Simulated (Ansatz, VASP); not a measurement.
Two plane-wave programs on C

INCAR

```
SYSTEM = C
ALGO = Normal ; EDIFF = 1E-6
ENCUT = 520 ; GGA = PE
ISIF = 2 ; ISMEAR = 0
LASPH = .True. ; LCHARG = .False.
LREAL = .False. ; LWAVE = .False.
NBANDS = 26 ; NELM = 100
PREC = Accurate ; SIGMA = 0.05
```

File KPOINTS:

```
k-points
0
Gamma
  12 12 4
  0 0 0
```

The input POSCAR:

```
C
1.0
    2.5683788613      0.0000000000      0.0000000000
   -1.2841894306      2.2242813405      0.0000000000
    0.0000000000      0.0000000000      8.3045881819
C
8
Direct
    0.0000000000      0.0000000000      0.0929681641
    0.0000000000      0.0000000000      0.5929681641
    0.0000000000      0.0000000000      0.4070318359
    0.0000000000      0.0000000000      0.9070318359
    0.3333333333      0.6666666667      0.1555285626
    0.6666666667      0.3333333333      0.6555285626
    0.3333333333      0.6666666667      0.3444714374
    0.6666666667      0.3333333333      0.8444714374
```

Input for Ansatz:

```yaml
crystal:
  lattice:
    - [2.5683788613, 0.0, 0.0]
    - [-1.2841894306, 2.2242813405, 0.0]
    - [0.0, 0.0, 8.3045881819]
  atoms:
    - { symbol: C, position: [0.0, 0.0, 0.0929681641] }
    - { symbol: C, position: [0.0, 0.0, 0.5929681641] }
    - { symbol: C, position: [0.0, 0.0, 0.4070318359] }
    - { symbol: C, position: [0.0, 0.0, 0.9070318359] }
    - { symbol: C, position: [0.3333333333, 0.6666666667, 0.1555285626] }
    - { symbol: C, position: [0.6666666667, 0.3333333333, 0.6555285626] }
    - { symbol: C, position: [0.3333333333, 0.6666666667, 0.3444714374] }
    - { symbol: C, position: [0.6666666667, 0.3333333333, 0.8444714374] }
basis:
  ecutwfc: 420
kpoints:
  mp_grid: { grid: [12, 12, 4] }
hamiltonian:
  xc: pbe
scf:
  occupations: { method: gaussian, width: 0.05 }
output:
  forces: true
  stress: true
  eigenvalues: true
```

Change from the starting cell: strain +0.0200 x Voigt [1, 1, 0, 0, 0, 0], atoms carried along.

Alike in both runs: task single point; functional PBE; k mesh 12 × 12 × 4; occupations gaussian, width 0.05 eV; no spin polarisation.

```csv
,VASP,Ansatz
version,VASP 6.6.1,Ansatz 0.2.0
potentials or method,"VASP PAW PBE potentials, release 64 (C)","scalar-relativistic, plane waves, PAW"
plane-wave cutoff (eV),520,420
valence electrons in the cell,32,32
```

```csv
,VASP,Ansatz,Ansatz less VASP
gap on the k mesh at the Fermi level (eV),4.22,4.23,+0.011
least direct gap on the mesh (eV),4.98,4.99,+0.010
pressure (GPa),-15.2,-15.7,-0.50
largest component of the traceless stress (GPa),14.52,14.47,-0.044
rms of the force components (eV/Å),0.026,0.025,-0.0012
```

Atom by atom the forces differ by 0.003 eV/Å (rms over components).

Caveats: so large a pressure means that the cell lies far from this level's equilibrium, or that cutoff or potentials fall short (VASP).
